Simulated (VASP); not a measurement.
# TePb (Fm-3m) in VASP: a series of runs

One crystal, TePb, is run at these levels: r2SCAN; tasks: relaxation of the atoms.

Program: VASP 6.6.1. These are calculated values, not measurements. Logs are shortened: lines on timing, memory, paths and dates and some standing lists are left out, and cuts for length are marked.

## (1) The undisturbed crystal

Symmetry: Fm-3m, No. 225, cubic system. Conventional cell: a = 6.462 Å, b = 6.462 Å, c = 6.462 Å, α = 90.00°, β = 90.00°, γ = 90.00°. Te (site symmetry m-3m) has 6 Pb at 3.23 Å as nearest neighbours. Pb (site symmetry m-3m) is surrounded by 6 Te at 3.23 Å.

## (2) Relaxation of the atoms, r2SCAN (a relaxed cell with its volume scaled by 0.94)

INCAR

```
SYSTEM = TePb
PREC = Accurate
ENCUT = 600
EDIFF = 1E-7
ISMEAR = 0
SIGMA = 0.03
LREAL = .False.
LASPH = .True.
NELM = 80
ALGO = Normal
ISIF = 2
LWAVE = .False.
LCHARG = .False.
METAGGA = R2SCAN
LMIXTAU = .True.
IBRION = 2
NSW = 40
EDIFFG = -0.01
```

KPOINTS

```
Automatic mesh
0
Gamma
  8 8 8
  0 0 0
```

POSCAR

```
TePb                                    
1.0
    0.0000000000      3.2009366799      3.2009366799
    3.2009366799      0.0000000000      3.2009366799
    3.2009366799      3.2009366799      0.0000000000
  Te              Pb            
     1     1
Direct
     0.5000000000000000    0.5000000000000000    0.5000000000000000
     0.0000000000000000    0.0000000000000000    0.0000000000000000
```

Potentials or basis: VASP PAW PBE potentials, release 64 (Te, Pb_d).

The run is started by

```sh
$ cat potpaw_PBE.64/Te/POTCAR potpaw_PBE.64/Pb_d/POTCAR > POTCAR
$ mpirun -np 1 vasp_std > vasp.out
```

OUTCAR:

```text
SYSTEM = TePb
   PREC = Accurate
   ENCUT = 600
   EDIFF = 1E-7
   ISMEAR = 0
   LREAL = .False.
   LASPH = .True.
   NELM = 80
   ISIF = 2
   METAGGA = R2SCAN
   IBRION = 2
   NSW = 40
   EDIFFG = -0.01

 ion  position               nearest neighbor table
   1  0.500  0.500  0.500-   2 3.20   2 3.20   2 3.20   2 3.20   2 3.20   2 3.20
   2  0.000  0.000  0.000-   1 3.20   1 3.20   1 3.20   1 3.20   1 3.20   1 3.20

  LATTYP: Found a face centered cubic cell.
 ALAT       =     6.4018733598

  Lattice vectors:

 A1 = (   0.0000000000,   3.2009366799,   3.2009366799)
 A2 = (   3.2009366799,   0.0000000000,   3.2009366799)
 A3 = (   3.2009366799,   3.2009366799,   0.0000000000)

Analysis of symmetry for initial positions (statically):
=====================================================================
 Subroutine PRICEL returns:
 Original cell was already a primitive cell.

 Routine SETGRP: Setting up the symmetry group for a
 face centered cubic supercell.

 Subroutine GETGRP returns: Found 48 space group operations
 (whereof 48 operations were pure point group operations)
 out of a pool of 48 trial point group operations.

The static configuration has the point symmetry O_h .

Analysis of symmetry for dynamics (positions and initial velocities):
=====================================================================
 Subroutine PRICEL returns:
 Original cell was already a primitive cell.

 Routine SETGRP: Setting up the symmetry group for a
 face centered cubic supercell.

 Subroutine GETGRP returns: Found 48 space group operations
 (whereof 48 operations were pure point group operations)
 out of a pool of 48 trial point group operations.

The dynamic configuration has the point symmetry O_h .

 Subroutine INISYM returns: Found 48 space group operations
 (whereof 48 operations are pure point group operations),
 and found     1 'primitive' translations

----------------------------------------------------------------------------------------

                                     Primitive cell

  volume of cell :      65.5936

  direct lattice vectors                    reciprocal lattice vectors
     0.000000000  3.200936680  3.200936680    -0.156204277  0.156204277  0.156204277
     3.200936680  0.000000000  3.200936680     0.156204277 -0.156204277  0.156204277
     3.200936680  3.200936680  0.000000000     0.156204277  0.156204277 -0.156204277

  length of vectors
     4.526808065  4.526808065  4.526808065     0.270553744  0.270553744  0.270553744

  position of ions in fractional coordinates (direct lattice)
     0.500000000  0.500000000  0.500000000
     0.000000000  0.000000000  0.000000000

  ion indices of the primitive-cell ions
   primitive index   ion index
                 1           1
                 2           2

----------------------------------------------------------------------------------------

 KPOINTS: Automatic mesh

Automatic generation of k-mesh.
 Grid dimensions read from file:
 generate k-points for:    8    8    8

 Generating k-lattice:

  Cartesian coordinates                     Fractional coordinates (reciprocal lattice)
    -0.019525535  0.019525535  0.019525535     0.125000000  0.000000000  0.000000000
     0.019525535 -0.019525535  0.019525535     0.000000000  0.125000000  0.000000000
     0.019525535  0.019525535 -0.019525535     0.000000000  0.000000000  0.125000000

  Length of vectors
     0.033819218  0.033819218  0.033819218

  Shift w.r.t. Gamma in fractional coordinates (k-lattice)
     0.000000000  0.000000000  0.000000000

 Subroutine IBZKPT returns following result:
 ===========================================

 Found     29 irreducible k-points:

 Following reciprocal coordinates:
            Coordinates               Weight
  0.000000  0.000000  0.000000      1.000000
  0.125000  0.000000  0.000000      8.000000
  0.250000  0.000000  0.000000      8.000000
  0.375000  0.000000  0.000000      8.000000
  0.500000  0.000000  0.000000      4.000000
  0.125000  0.125000  0.000000      6.000000
[... 16 lines left out ...]
  0.500000  0.250000  0.125000     48.000000
 -0.375000  0.250000  0.125000     24.000000
 [... further k-points ...]
   k-points           NKPTS =     29   k-points in BZ     NKDIM =     29   number of bands    NBANDS=     14
   number of dos      NEDOS =    301   number of ions     NIONS =      2
   total plane-waves  NPLWV =  46656
   dimension x,y,z NGX =    36 NGY =   36 NGZ =   36
   dimension x,y,z NGXF=    72 NGYF=   72 NGZF=   72
   ions per type =               1   1
   NGX,Y,Z   is equivalent  to a cutoff of  13.22, 13.22, 13.22 a.u.
   NGXF,Y,Z  is equivalent  to a cutoff of  26.44, 26.44, 26.44 a.u.
 SYSTEM =  TePb
   PREC   = accura    normal or accurate (medium, high low for compatibility)
   ISTART =      0    job   : 0-new  1-cont  2-samecut
   ICHARG =      2    charge: 1-file 2-atom 10-const
   ISPIN  =      1    spin polarized calculation?
   LNONCOLLINEAR =      F non collinear calculations
   LSORBIT =      F    spin-orbit coupling
   LASPH  =      T    aspherical Exc in radial PAW
   ENCUT  =  600.0 eV  44.10 Ry    6.64 a.u.   9.04  9.04  9.04*2*pi/ulx,y,z
   NELM   =     80;   NELMIN=  2; NELMDL= -5     # of ELM steps
   EDIFF  = 0.1E-06   stopping-criterion for ELM
   LREAL  =      F    real-space projection
   EDIFFG = -.1E-01   stopping-criterion for IOM
   NSW    =     40    number of steps for IOM
   IBRION =      2    ionic relax: 0-MD 1-quasi-New 2-CG
   NFREE  =      1    steps in history (QN), initial steepest desc. (CG)
   ISIF   =      2    stress and relaxation
   ISYM   =      2    0-nonsym 1-usesym 2-fastsym
   POTIM  = 0.5000    time-step for ionic-motion
   TEBEG  =    0.0;   TEEND  =   0.0 temperature during run
   PSTRESS=    0.0 pullay stress
   NELECT =      20.0000    total number of electrons
   NUPDOWN=      -1.0000    fix difference up-down
   EMIN   =  10.00;   EMAX   =-10.00  energy-range for DOS
   EFERMI =   0.00;   METHOD = LEGACY
   ISMEAR =     0;   SIGMA  =   0.03  broadening in eV -4-tet -1-fermi 0-gaus
   EFERMI_NEDOS =   21; number of points for ismear=-14 and -15
   IALGO  =     38    algorithm
   IMIX   =      4    mixing-type and parameters
     AMIX     =   0.40;   BMIX     =  1.00
     AMIX_MAG =   1.60;   BMIX_MAG =  1.00
  volume/ion in A,a.u.               =      32.80       221.32
  Fermi-wavevector in a.u.,A,eV,Ry     =   1.101872  2.082236 16.519126  1.214122
  Thomas-Fermi vector in A             =   2.238306
   LORBIT       =      0    0 simple, 1 ext, 2 COOP (PROOUT), +10 PAW based schemes
   METAGGA = R2SCAN    functional components
   LHFCALC =     F    Hartree Fock is set to
   AEXX    =    0.0000 exact exchange contribution
   IVDW    =     0    specifies the selected vdW correction
   LEPSILON=     F    determine dielectric tensor
   LRPA    =     F    only Hartree local field effects (RPA)
 conjugate gradient relaxation of ions
 non-spin polarized calculation
 Gauss-broadening in eV      SIGMA  =   0.03
  energy-cutoff  :      600.00
  volume of cell :       65.59
 maximum number of plane-waves:      2208
   NGX = 19   NGY = 19   NGZ = 19

 number of electron      20.0000000 magnetization

 Free energy of the ion-electron system (eV)
  ---------------------------------------------------
  ext. energy  EPLUGINS =         0.00000000
  ---------------------------------------------------
  free energy    TOTEN  =       -82.66898976 eV

  energy without entropy =      -82.66898976  energy(sigma->0) =      -82.66898976

 E-fermi :   6.1050     XC(G=0):  -9.9523

 val. band max:        5.9068974572   @ k =   0.5000   0.0000   0.0000
 cond. band min:       6.8618678620   @ k =   0.5000   0.0000   0.0000
 fundamental gap:      0.9549704048
 Fermi energy:         6.1050424910

 k-point     1 :       0.0000    0.0000    0.0000
  band No.  band energies     occupation
      1     -11.5374      2.00000
      2     -11.5374      2.00000
      3     -11.5226      2.00000
      4     -11.5226      2.00000
      5     -11.5226      2.00000
      6      -6.8814      2.00000
      7       0.3368      2.00000
      8       4.2729      2.00000
      9       4.2729      2.00000
     10       4.2729      2.00000
     11      10.2685      0.00000
     12      10.2685      0.00000
     13      10.2685      0.00000
     14      11.9981      0.00000

 k-point     2 :       0.1250    0.0000    0.0000
  band No.  band energies     occupation
      1     -11.5398      2.00000
      2     -11.5398      2.00000
      3     -11.5222      2.00000
      4     -11.5202      2.00000
      5     -11.5202      2.00000
      6      -6.7350      2.00000
      7      -0.2094      2.00000
      8       4.3184      2.00000
      9       4.3184      2.00000
     10       4.6106      2.00000
     11       9.4785      0.00000
     12       9.6081      0.00000
     13       9.6081      0.00000
     14      11.8376      0.00000

 k-point     3 :       0.2500    0.0000    0.0000
  band No.  band energies     occupation
      1     -11.5465      2.00000
      2     -11.5465      2.00000
      3     -11.5213      2.00000
      4     -11.5134      2.00000
      5     -11.5134      2.00000
      6      -6.3124      2.00000
      7      -1.3695      2.00000
      8       4.4568      2.00000
      9       4.4568      2.00000
     10       5.1892      2.00000
     11       8.2633      0.00000
     12       8.4898      0.00000
     13       8.4898      0.00000
     14      12.1905      0.00000

 k-point     4 :       0.3750    0.0000    0.0000
  band No.  band energies     occupation
      1     -11.5536      2.00000
      2     -11.5536      2.00000
      3     -11.5206      2.00000
      4     -11.5063      2.00000
      5     -11.5063      2.00000
      6      -5.6987      2.00000
      7      -2.5568      2.00000
      8       4.6583      2.00000
      9       4.6583      2.00000
     10       5.6561      2.00000
     11       7.3035      0.00000
     12       7.5873      0.00000
     13       7.5873      0.00000
     14      13.3782      0.00000

 k-point     5 :       0.5000    0.0000    0.0000
  band No.  band energies     occupation
      1     -11.5565      2.00000
      2     -11.5565      2.00000
      3     -11.5203      2.00000
      4     -11.5032      2.00000
      5     -11.5032      2.00000
      6      -5.2918      2.00000
      7      -3.1722      2.00000
      8       4.7748      2.00000
      9       4.7748      2.00000
     10       5.9069      2.00000
     11       6.8619      0.00000
[... 276 lines left out ...]
 k-point    22 :       0.3750    0.2500    0.1250
  band No.  band energies     occupation
      1     -11.5661      2.00000
      2     -11.5393      2.00000
      3     -11.5239      2.00000
      4     -11.5088      2.00000
      5     -11.5076      2.00000
      6      -5.9570      2.00000
      7      -1.6660      2.00000
      8       3.0981      2.00000
      9       4.2040      2.00000
     10       4.7168      2.00000
     11       8.3183      0.00000
     12       8.8011      0.00000
     13      10.3531      0.00000
     14      11.4655      0.00000

 k-point    23 :       0.5000    0.2500    0.1250
  band No.  band energies     occupation
      1     -11.5732      2.00000
      2     -11.5451      2.00000
      3     -11.5198      2.00000
      4     -11.5073      2.00000
      5     -11.5026      2.00000
      6      -5.4039      2.00000
      7      -2.4401      2.00000
      8       2.7530      2.00000
      9       3.5246      2.00000
     10       5.0416      2.00000
     11       7.7790      0.00000
     12       9.2421      0.00000
     13      10.4585      0.00000
     14      12.0398      0.00000

 k-point    24 :      -0.3750    0.2500    0.1250
  band No.  band energies     occupation
      1     -11.5755      2.00000
      2     -11.5482      2.00000
      3     -11.5159      2.00000
      4     -11.5094      2.00000
      5     -11.5001      2.00000
      6      -5.0662      2.00000
      7      -2.8745      2.00000
      8       2.8152      2.00000
      9       3.0487      2.00000
     10       5.3019      2.00000
     11       7.3773      0.00000
     12       9.7446      0.00000
     13      10.2212      0.00000
     14      13.0854      0.00000

 [... further k-points ...]
[... 5 lines left out ...]
  --------------------------------------------------------------------------------------
  -------------------------------------------------------------------------------------
  Total        1.2325564      1.2325564      1.2325564      0.0000000      0.0000000      0.0000000
  in kB       30.1062131     30.1062131     30.1062131      0.0000000      0.0000000      0.0000000
  external PRESSURE =      30.1062131 kB  Pullay stress =       0.0000000 kB

 VOLUME and BASIS-vectors are now :
 -----------------------------------------------------------------------------
  energy-cutoff  :      600.00
  volume of cell :       65.59
      direct lattice vectors                 reciprocal lattice vectors
     0.000000000  3.200936680  3.200936680    -0.156204277  0.156204277  0.156204277
     3.200936680  0.000000000  3.200936680     0.156204277 -0.156204277  0.156204277
     3.200936680  3.200936680  0.000000000     0.156204277  0.156204277 -0.156204277

 POSITION                                       TOTAL-FORCE (eV/Angst)
 -----------------------------------------------------------------------------------
      3.20094      3.20094      3.20094         0.000000      0.000000      0.000000
      0.00000      0.00000      0.00000         0.000000      0.000000     -0.000000
 -----------------------------------------------------------------------------------
    total drift:                               -0.000000      0.000000      0.000000

  FREE ENERGIE OF THE ION-ELECTRON SYSTEM (eV)
  ---------------------------------------------------
  free  energy   TOTEN  =       -82.6689897625 eV

  energy  without entropy=      -82.6689897625  energy(sigma->0) =      -82.66898976

 reached required accuracy - stopping structural energy minimisation
```

It took 87 s on 1 thread of Intel Xeon Platinum 8488C (Sapphire Rapids), shared host; peak memory 0.24 GiB.

What came out:

| Property | Result |
| --- | --- |
| Free energy | -82.6690 eV |
| Pressure after relaxing | 3.0 GPa |
| Band gap on the k mesh | 0.96 eV, direct |

Final structure:
```cif
data_structure
_symmetry_space_group_name_H-M 'P 1'
_symmetry_Int_Tables_number 1
_cell_length_a 4.5268
_cell_length_b 4.5268
_cell_length_c 4.5268
_cell_angle_alpha 60.000
_cell_angle_beta 60.000
_cell_angle_gamma 60.000
_cell_volume 65.59
loop_
_atom_site_label
_atom_site_type_symbol
_atom_site_fract_x
_atom_site_fract_y
_atom_site_fract_z
_atom_site_occupancy
Te1 Te 0.50000 0.50000 0.50000 1
Pb1 Pb 0.00000 0.00000 0.00000 1
```

Caveat: the relaxation stopped at its first step, so nothing moved; the PAW data sets were made with another functional, which shifts forces and pressure a little; spin-orbit coupling is left out, which as a rule narrows the gap of such compounds by several tenths of an eV. A k mesh can miss the band edges.

## (3) Relaxation of the atoms, r2SCAN (a relaxed cell with its volume scaled by 0.96)

INCAR is that of step 2.

KPOINTS is that of step 2.

POSCAR

```
TePb                                    
1.0
    0.0000000000      3.2234792302      3.2234792302
    3.2234792302      0.0000000000      3.2234792302
    3.2234792302      3.2234792302      0.0000000000
  Te              Pb            
     1     1
Direct
     0.5000000000000000    0.5000000000000000    0.5000000000000000
     0.0000000000000000    0.0000000000000000    0.0000000000000000
```

Potentials or basis: VASP PAW PBE potentials, release 64 (Te, Pb_d).

The run is started by

```sh
$ cat potpaw_PBE.64/Te/POTCAR potpaw_PBE.64/Pb_d/POTCAR > POTCAR
$ mpirun -np 1 vasp_std > vasp.out
```

Wall time 84 s (1 thread of Intel Xeon Platinum 8488C (Sapphire Rapids), shared host); peak memory 0.23 GiB.

The run converged. Its results:

| Item | Value |
| --- | --- |
| Free energy | -82.6904 eV |
| Pressure after relaxing | 1.9 GPa |
| Band gap on the k mesh | 1.01 eV, direct |

Final structure:
```xyz
2
Lattice="0.0000 3.2235 3.2235 3.2235 0.0000 3.2235 3.2235 3.2235 0.0000" Properties=species:S:1:pos:R:3 pbc="T T T"
Te    3.2235    3.2235    3.2235
Pb    0.0000    0.0000    0.0000
```

Levels at points of the mesh, in eV from the valence-band top:
```
           k point  band 6  band 7  band 8  band 9  band 10  band 11  band 12  band 13  band 14
(0.00, 0.00, 0.00)  -12.59   -5.62   -1.53   -1.53    -1.53     4.35     4.35     4.35     6.15
(0.50, 0.00, 0.00)  -11.06   -8.95   -1.05   -1.05     0.00     1.01     1.39     1.39     8.95
(0.50, 0.50, 0.00)  -10.78   -7.52   -4.76   -3.02    -3.02     3.55     5.85     5.85     7.21
```

Caveat: the relaxation stopped at its first step, so nothing moved; the PAW data sets were made with another functional, which shifts forces and pressure a little; spin-orbit coupling is left out, which as a rule narrows the gap of such compounds by several tenths of an eV.

(Part 1 of 2 ends here.)
